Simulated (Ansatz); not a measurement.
The system is CoO.

```xyz
2
Lattice="1.6022 0.9250 2.5665 -1.6022 0.9250 2.5665 0.0000 -1.8501 2.5665" Properties=species:S:1:pos:R:3 pbc="T T T"
Co    0.0000    0.0000    7.6915
O     0.0000    0.0000    5.7824
```

Measurements of this composition are mostly on another form, of space group No. 225.

Base run:

| Item | Value |
| --- | --- |
| Program | Ansatz 0.2.0 |
| Functional | PBEsol |
| Potentials or basis | Ansatz PAW |
| Cutoff | 420 eV (not typed: the program's choice for these potentials) |
| k mesh | 10 × 10 × 10 |
| Occupations | fermi-dirac, width 0.05 eV |
| Spin | collinear spin, ferromagnetic start |
| Starting moments | [2.0, 0.0] μB |

Its results: band gap on the k mesh none (metal or under the smearing width); pressure -7.9 GPa; net moment 2.79 μB per cell; site moments Co +2.22; O +0.32 μB; largest force 0.215 eV/Å.

Problem. The run is repeated on the same cell with these changes: hubbard terms from none to Co d U = 3 eV; hubbard projectors from none to ortho-atomic (the default). What comes out?

Solution. Band gap on the k mesh 0.17 eV, direct; pressure 6.1 GPa; net moment 3.00 μB per cell; site moments Co +2.39; O +0.24 μB; largest force 0.406 eV/Å.

The U term pushes filled and empty states of the shell apart.

Caveats: a cell with one magnetic atom can't hold antiferromagnetic order, which such compounds often take; the PAW data sets come from PBE, with cores solved anew for the run's functional, which leaves a small shift of forces and pressure; semilocal functionals often make such compounds metallic where correlation or magnetic order opens a gap, which also shifts bond lengths (some runs); the magnetic or orbital state may not be the lowest (some runs).

A k mesh can miss the band edges.
